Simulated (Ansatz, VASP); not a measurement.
## CuAu in VASP and in Ansatz

```
CELL_PARAMETERS angstrom
2.80657 0.00000 0.00000
0.00000 2.80657 0.00000
0.00000 0.00000 3.50479
ATOMIC_POSITIONS crystal
Cu 0.50000 0.50000 0.50000
Au 0.00000 0.00000 0.00000
```

Alike in both runs: functional LDA; k mesh 8 × 8 × 6; occupations gaussian, width 0.1 eV; no spin polarisation.

Ansatz relaxed the structure, and its values are those at the end. VASP's run is a single point on that final structure, the one shown.

```csv
,VASP,Ansatz
version,VASP 6.6.1,Ansatz 0.2.0
potentials or method,"VASP PAW LDA potentials, release 64 (Cu, Au)","scalar-relativistic, plane waves, PAW"
plane-wave cutoff (eV),520,420
valence electrons in the cell,22,38
```

```tsv
	VASP	Ansatz	Ansatz less VASP
gap on the k mesh at the Fermi level (eV)	none	none	-
pressure (GPa)	0.6	0.0	-0.53
```

A gap of «none» marks a metal or a gap that the smearing closes. The two sets of potentials don't hold the same shells in valence.

Spin-orbit coupling is left out, which matters for the levels of Au.
